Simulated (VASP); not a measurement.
# SiC (Moissanite 3C) (F-43m) in VASP: notebook, part 2 of 2

VASP 6.6.1.

## Step 3: Relaxation of cell and atoms, r2SCAN

Input file INCAR:

```
SYSTEM = SiC
PREC = Accurate ; ENCUT = 600
EDIFF = 1E-6 ; ISMEAR = -1
SIGMA = 0.05 ; LREAL = .FALSE.
LASPH = .TRUE. ; NELM = 60
ALGO = Normal ; ISIF = 3
LWAVE = .FALSE. ; LCHARG = .FALSE.
METAGGA = R2SCAN ; LMIXTAU = .TRUE.
IBRION = 2 ; NSW = 60
EDIFFG = -0.01
```

Input file KPOINTS:

```
regular mesh
0
G
  10 10 10
  0 0 0
```

Input file POSCAR:

```
SiC
1.0
    0.0000000000      2.1790000000      2.1790000000
    2.1790000000      0.0000000000      2.1790000000
    2.1790000000      2.1790000000      0.0000000000
Si C
1 1
Direct
    0.0000000000      0.0000000000      0.0000000000
    0.7500000000      0.7500000000      0.7500000000
```

Potentials or basis: VASP PAW PBE potentials, release 64 (Si, C).

The run is started by

```console
$ cat potpaw_PBE.64/Si/POTCAR potpaw_PBE.64/C/POTCAR > POTCAR
$ mpirun -np 1 vasp_std > vasp.out
```

OUTCAR:

```text
SYSTEM = SiC
   PREC = Accurate
   ENCUT = 600
   EDIFF = 1E-6
   ISMEAR = -1
   LREAL = .FALSE.
   LASPH = .TRUE.
   NELM = 60
   ISIF = 3
   METAGGA = R2SCAN
   IBRION = 2
   NSW = 60
   EDIFFG = -0.01

 ion  position               nearest neighbor table
   1  0.000  0.000  0.000-   2 1.89   2 1.89   2 1.89   2 1.89
   2  0.750  0.750  0.750-   1 1.89   1 1.89   1 1.89   1 1.89

  LATTYP: Found a face centered cubic cell.
 ALAT       =     4.3580000000

  Lattice vectors:

 A1 = (   0.0000000000,   2.1790000000,   2.1790000000)
 A2 = (   2.1790000000,   0.0000000000,   2.1790000000)
 A3 = (   2.1790000000,   2.1790000000,   0.0000000000)

Analysis of symmetry for initial positions (statically):
=====================================================================
 Subroutine PRICEL returns:
 Original cell was already a primitive cell.

 Routine SETGRP: Setting up the symmetry group for a
 face centered cubic supercell.

 Subroutine GETGRP returns: Found 24 space group operations
 (whereof 24 operations were pure point group operations)
 out of a pool of 48 trial point group operations.

The static configuration has the point symmetry T_d .

Analysis of symmetry for dynamics (positions and initial velocities):
=====================================================================
 Subroutine PRICEL returns:
 Original cell was already a primitive cell.

 Routine SETGRP: Setting up the symmetry group for a
 face centered cubic supercell.

 Subroutine GETGRP returns: Found 24 space group operations
 (whereof 24 operations were pure point group operations)
 out of a pool of 48 trial point group operations.

The dynamic configuration has the point symmetry T_d .

 Subroutine INISYM returns: Found 24 space group operations
 (whereof 24 operations are pure point group operations),
 and found     1 'primitive' translations

[... 129 lines left out ...]
 maximum number of plane-waves:       701
 NGX is ok and might be reduce to    28
   NGX = 13   NGY = 13   NGZ = 13

--------------------------------------- Ionic step        1  -------------------------------------------

 number of electron       8.0000000 magnetization

 Free energy of the ion-electron system (eV)
  ---------------------------------------------------
  ext. energy  EPLUGINS =         0.00000000
  ---------------------------------------------------
  free energy    TOTEN  =       -19.32891970 eV

  energy without entropy =      -19.32891970  energy(sigma->0) =      -19.32891970

------------------------ aborting loop because EDIFF is reached ----------------------------------------

  FORCE on cell =-STRESS in cart. coord.  units (eV):
  Direction    XX          YY          ZZ          XY          YZ          ZX
  --------------------------------------------------------------------------------------
  -------------------------------------------------------------------------------------
  Total       -0.0784144     -0.0784144     -0.0784144      0.0000000      0.0000000     -0.0000000
  in kB       -6.0716187     -6.0716187     -6.0716187      0.0000000      0.0000000     -0.0000000
  external PRESSURE =      -6.0716187 kB  Pullay stress =       0.0000000 kB
[... 59 lines left out ...]
--------------------------------------- Ionic step        3  -------------------------------------------

 number of electron       8.0000000 magnetization

 Free energy of the ion-electron system (eV)
  ---------------------------------------------------
  ext. energy  EPLUGINS =         0.00000000
  ---------------------------------------------------
  free energy    TOTEN  =       -19.32902719 eV

  energy without entropy =      -19.32902719  energy(sigma->0) =      -19.32902719

 E-fermi :   8.8871     XC(G=0): -11.9464

 val. band max:        8.0113005252   @ k =   0.0000   0.0000   0.0000
 cond. band min:       9.7352535985   @ k =   0.5000   0.5000   0.0000
 fundamental gap:      1.7239530733
 Fermi energy:         8.8870564894

 k-point     1 :       0.0000    0.0000    0.0000
  band No.  band energies     occupation
      1      -8.1892      2.00000
      2       8.0113      2.00000
      3       8.0113      2.00000
      4       8.0113      2.00000
      5      14.8791      0.00000
      6      15.8817      0.00000
      7      15.8817      0.00000
      8      15.8817      0.00000
[... 243 lines left out ...]
 k-point    24 :       0.4000    0.3000    0.0000
  band No.  band energies     occupation
      1      -4.9479      2.00000
      2       2.1728      2.00000
      3       4.7349      2.00000
      4       5.2615      2.00000
      5      11.3119      0.00000
      6      14.1855      0.00000
      7      20.5407      0.00000
      8      20.8418      0.00000

 [... further k-points ...]

------------------------ aborting loop because EDIFF is reached ----------------------------------------

  FORCE on cell =-STRESS in cart. coord.  units (eV):
  Direction    XX          YY          ZZ          XY          YZ          ZX
  --------------------------------------------------------------------------------------
  -------------------------------------------------------------------------------------
  Total       -0.0012624     -0.0012624     -0.0012624      0.0000000      0.0000000      0.0000000
  in kB       -0.0980085     -0.0980085     -0.0980085      0.0000000      0.0000000      0.0000000
  external PRESSURE =      -0.0980085 kB  Pullay stress =       0.0000000 kB
[... 17 lines left out ...]
  FREE ENERGIE OF THE ION-ELECTRON SYSTEM (eV)
  ---------------------------------------------------
  free  energy   TOTEN  =       -19.3290271924 eV

  energy  without entropy=      -19.3290271918  energy(sigma->0) =      -19.32902719

 reached required accuracy - stopping structural energy minimisation
```

OSZICAR:

```text
N       E                     dE             d eps       ncg     rms          rms(c)
DAV:   1     0.228877080319E+01    0.22888E+01   -0.45470E+03   760   0.980E+02
DAV:   2    -0.219091097585E+02   -0.24198E+02   -0.23159E+02  1080   0.120E+02
DAV:   3    -0.223244647933E+02   -0.41536E+00   -0.41536E+00   872   0.194E+01
DAV:   4    -0.223257720634E+02   -0.13073E-02   -0.13073E-02  1152   0.118E+00
[... 26 lines left out ...]
DAV:   2    -0.193290249067E+02    0.16901E-04   -0.15002E-04  1000   0.865E-02    0.294E-02
DAV:   3    -0.193290241598E+02    0.74691E-06   -0.16066E-05   760   0.438E-02    0.907E-03
DAV:   4    -0.193290247995E+02   -0.63966E-06   -0.15975E-05   832   0.311E-02    0.600E-03
DAV:   5    -0.193290273238E+02   -0.25244E-05   -0.44144E-06   792   0.150E-02    0.336E-03
DAV:   6    -0.193290271924E+02    0.13149E-06   -0.45572E-07   408   0.923E-03
   3 F= -.19329027E+02 E0= -.19329027E+02  d E =-.107496E-03
```

Wall time 57 s (1 thread of Intel Xeon 6975P-C (Granite Rapids), shared host); peak memory 0.16 GiB.

Results:

```
Free energy                            : -19.3290 eV
Relaxed volume                         : 10.32 Å³/atom
Relaxed cell                           : a = 3.079 Å, b = 3.079 Å, c = 3.079 Å, α = 60.00°, β = 60.00°, γ = 60.00°
Space group after relaxing (to 0.05 Å) : F-43m (No. 216)
Energy gained by relaxing              : 0.1 meV/atom
Ionic steps                            : 3
Pressure after relaxing                : 0.0 GPa
Band gap on the k mesh                 : 1.72 eV, indirect (least direct gap 5.06 eV)
```

The path:
```csv
step,energy change (eV),largest force (eV/Å),pressure (GPa),volume (Å³)
1,0.0000,0.0000,-0.61,20.69
2,0.0000,0.0000,0.68,20.57
3,-0.0001,0.0000,-0.01,20.64
```

Final structure:
```yaml
crystal:
  lattice:
    - [0.00000, 2.17704, 2.17704]
    - [2.17704, 0.00000, 2.17704]
    - [2.17704, 2.17704, 0.00000]
  atoms:
    - { symbol: Si, position: [0.00000, 0.00000, 0.00000] }
    - { symbol: C, position: [0.75000, 0.75000, 0.75000] }
```

Levels at points of the mesh, in eV from the valence-band top:
| k point | band 1 | band 2 | band 3 | band 4 | band 5 | band 6 | band 7 | band 8 |
| --- | --- | --- | --- | --- | --- | --- | --- | --- |
| (0.00, 0.00, 0.00) | -16.20 | 0.00 | 0.00 | 0.00 | 6.87 | 7.87 | 7.87 | 7.87 |
| (0.50, 0.00, 0.00) | -12.57 | -8.83 | -1.11 | -1.11 | 6.02 | 7.76 | 7.76 | 10.97 |
| (0.50, 0.50, 0.00) | -11.10 | -8.06 | -3.34 | -3.34 | 1.72 | 4.83 | 15.16 | 15.16 |

Caveat: the PAW data sets were made with another functional, which shifts forces and pressure a little.

## Step 4: Relaxation of cell and atoms, SCAN

Edit INCAR of step 3 so:

```diff
@@ -7,3 +7,3 @@
 LWAVE = .FALSE. ; LCHARG = .FALSE.
-METAGGA = R2SCAN ; LMIXTAU = .TRUE.
+METAGGA = SCAN ; LMIXTAU = .TRUE.
 IBRION = 2 ; NSW = 60
```

KPOINTS is that of step 3.

POSCAR is that of step 3.

The run is started by

```console
$ cat potpaw_PBE.64/Si/POTCAR potpaw_PBE.64/C/POTCAR > POTCAR
$ mpirun -np 1 vasp_std > vasp.out
```

Wall time 75 s (1 thread of Intel Xeon 6975P-C (Granite Rapids), shared host); peak memory 0.16 GiB.

It converged, with:

* Free energy: -20.6939 eV
* Relaxed volume: 10.30 Å³/atom
* Relaxed cell: a = 3.077 Å, b = 3.077 Å, c = 3.077 Å, α = 60.00°, β = 60.00°, γ = 60.00°
* Space group after relaxing (to 0.05 Å): F-43m (No. 216)
* Energy gained by relaxing: 0.2 meV/atom
* Ionic steps: 3
* Pressure after relaxing: 0.0 GPa
* Band gap on the k mesh: 1.71 eV, indirect (least direct gap 5.07 eV)

Step by step:
| step | energy change (eV) | largest force (eV/Å) | pressure (GPa) | volume (Å³) |
| --- | --- | --- | --- | --- |
| 1 | 0.0000 | 0.0000 | -1.11 | 20.69 |
| 2 | 0.0001 | 0.0000 | 1.27 | 20.48 |
| 3 | -0.0003 | 0.0000 | -0.02 | 20.59 |

Final structure:
```cif
data_structure
_symmetry_space_group_name_H-M 'P 1'
_symmetry_Int_Tables_number 1
_cell_length_a 3.0767
_cell_length_b 3.0767
_cell_length_c 3.0767
_cell_angle_alpha 60.000
_cell_angle_beta 60.000
_cell_angle_gamma 60.000
_cell_volume 20.59
loop_
_atom_site_label
_atom_site_type_symbol
_atom_site_fract_x
_atom_site_fract_y
_atom_site_fract_z
_atom_site_occupancy
Si1 Si 0.00000 0.00000 0.00000 1
C1 C 0.75000 0.75000 0.75000 1
```

Levels at points of the mesh, in eV from the valence-band top:
```
           k point  band 1  band 2  band 3  band 4  band 5  band 6  band 7  band 8
(0.00, 0.00, 0.00)  -16.24    0.00    0.00    0.00    6.86    7.83    7.83    7.83
(0.50, 0.00, 0.00)  -12.61   -8.86   -1.12   -1.12    6.00    7.74    7.74   10.96
(0.50, 0.50, 0.00)  -11.14   -8.09   -3.36   -3.36    1.71    4.83   15.11   15.11
```

Caveat: the PAW data sets were made with another functional, which shifts forces and pressure a little. SCAN opens gaps a little over a GGA but as a rule still falls short of measured ones.

## Step 5: Relaxation of cell and atoms, optB88-vdW

Input file INCAR:

```
SYSTEM = SiC
PREC = Accurate ; ENCUT = 600
EDIFF = 1E-6 ; ISMEAR = -1
SIGMA = 0.05 ; LREAL = .FALSE.
LASPH = .TRUE. ; NELM = 60
ALGO = Normal ; ISIF = 3
LWAVE = .FALSE. ; LCHARG = .FALSE.
GGA = BO ; LUSE_VDW = .TRUE.
AGGAC = 0.0 ; PARAM1 = 0.1833333333
PARAM2 = 0.22 ; IBRION = 2
NSW = 60 ; EDIFFG = -0.01
```

KPOINTS is that of step 4.

POSCAR is that of step 4.

Potentials or basis: VASP PAW PBE potentials, release 64 (Si, C).

The run is started by

```console
$ cat potpaw_PBE.64/Si/POTCAR potpaw_PBE.64/C/POTCAR > POTCAR
$ mpirun -np 1 vasp_std > vasp.out
```

OUTCAR:

```text
SYSTEM = SiC
   PREC = Accurate
   ENCUT = 600
   EDIFF = 1E-6
   ISMEAR = -1
   LREAL = .FALSE.
   LASPH = .TRUE.
   NELM = 60
   ISIF = 3
   GGA = BO
   IBRION = 2
   NSW = 60
   EDIFFG = -0.01

 ion  position               nearest neighbor table
   1  0.000  0.000  0.000-   2 1.89   2 1.89   2 1.89   2 1.89
   2  0.750  0.750  0.750-   1 1.89   1 1.89   1 1.89   1 1.89

  LATTYP: Found a face centered cubic cell.
 ALAT       =     4.3580000000

  Lattice vectors:

 A1 = (   0.0000000000,   2.1790000000,   2.1790000000)
 A2 = (   2.1790000000,   0.0000000000,   2.1790000000)
 A3 = (   2.1790000000,   2.1790000000,   0.0000000000)

Analysis of symmetry for initial positions (statically):
=====================================================================
 Subroutine PRICEL returns:
[... 261 lines left out ...]

 E-fermi :   8.6410     XC(G=0): -11.2229

 val. band max:        7.8464901864   @ k =   0.0000   0.0000   0.0000
 cond. band min:       9.3962590064   @ k =   0.5000   0.5000   0.0000
 fundamental gap:      1.5497688200
 Fermi energy:         8.6409881175

 k-point     1 :       0.0000    0.0000    0.0000
  band No.  band energies     occupation
      1      -7.3574      2.00000
      2       7.8465      2.00000
      3       7.8465      2.00000
      4       7.8465      2.00000
      5      14.0026      0.00000
      6      15.0879      0.00000
      7      15.0879      0.00000
      8      15.0879      0.00000
[... 243 lines left out ...]
 k-point    24 :       0.4000    0.3000    0.0000
  band No.  band energies     occupation
      1      -4.2720      2.00000
      2       2.3182      2.00000
      3       4.7604      2.00000
      4       5.2671      2.00000
      5      10.8567      0.00000
      6      13.5161      0.00000
      7      19.3314      0.00000
      8      19.6625      0.00000

 [... further k-points ...]

------------------------ aborting loop because EDIFF is reached ----------------------------------------

  FORCE on cell =-STRESS in cart. coord.  units (eV):
  Direction    XX          YY          ZZ          XY          YZ          ZX
  --------------------------------------------------------------------------------------
  -------------------------------------------------------------------------------------
  Total        0.0002287      0.0002287      0.0002287      0.0000000      0.0000000      0.0000000
  in kB        0.0174464      0.0174464      0.0174464      0.0000000      0.0000000      0.0000000
  external PRESSURE =       0.0174464 kB  Pullay stress =       0.0000000 kB
[... 21 lines left out ...]
  energy  without entropy=      -12.6973079443  energy(sigma->0) =      -12.69730795

Total vdW correction in eV:      0.9521465

 reached required accuracy - stopping structural energy minimisation
```

It took 53 s on 1 thread of Intel Xeon 6975P-C (Granite Rapids), shared host; peak memory 0.32 GiB.

Results:

* Free energy: -12.6973 eV
* Relaxed volume: 10.50 Å³/atom
* Relaxed cell: a = 3.097 Å, b = 3.097 Å, c = 3.097 Å, α = 60.00°, β = 60.00°, γ = 60.00°
* Space group after relaxing (to 0.05 Å): F-43m (No. 216)
* Energy gained by relaxing: 1.6 meV/atom
* Ionic steps: 3
* Pressure after relaxing: 0.0 GPa
* Band gap on the k mesh: 1.55 eV, indirect (least direct gap 4.68 eV)

Step by step:
```tsv
step	energy change (eV)	largest force (eV/Å)	pressure (GPa)	volume (Å³)
1	0.0000	0.0000	3.28	20.69
2	0.0001	0.0000	-3.15	21.33
3	-0.0032	0.0000	0.00	21.01
```

Final structure:
```xyz
2
Lattice="0.0000 2.1900 2.1900 2.1900 0.0000 2.1900 2.1900 2.1900 0.0000" Properties=species:S:1:pos:R:3 pbc="T T T"
Si    0.0000    0.0000    0.0000
C     3.2850    3.2850    3.2850
```

Levels at points of the mesh, in eV from the valence-band top:
| k point | band 1 | band 2 | band 3 | band 4 | band 5 | band 6 | band 7 | band 8 |
| --- | --- | --- | --- | --- | --- | --- | --- | --- |
| (0.00, 0.00, 0.00) | -15.20 | 0.00 | 0.00 | 0.00 | 6.16 | 7.24 | 7.24 | 7.24 |
| (0.50, 0.00, 0.00) | -11.72 | -8.37 | -1.05 | -1.05 | 5.37 | 7.26 | 7.26 | 10.11 |
| (0.50, 0.50, 0.00) | -10.29 | -7.70 | -3.13 | -3.13 | 1.55 | 4.39 | 13.87 | 13.87 |

Caveat: the PAW data sets were made with another functional, which shifts forces and pressure a little. Zero-point motion and thermal expansion aren't in these numbers.

## Step 6: Summary

```csv
level,gap on the mesh (eV),pressure (GPa),relaxed volume (Å³/atom)
PW91,1.41,0.0,10.50
r2SCAN,1.72,0.0,10.32
SCAN,1.71,0.0,10.30
optB88-vdW,1.55,0.0,10.50
```

Alike in all rows: task relaxation of cell and atoms; potentials or basis VASP PAW PBE potentials, release 64 (Si, C); no spin polarisation; cell relaxed; k mesh 10 × 10 × 10; cutoff (eV) 600; smearing fermi-dirac 0.05 eV.

Caveats: the PAW data sets were made with another functional, which shifts forces and pressure a little.

Total energies depend on the potentials used, so only differences within one code and one set of settings carry meaning.
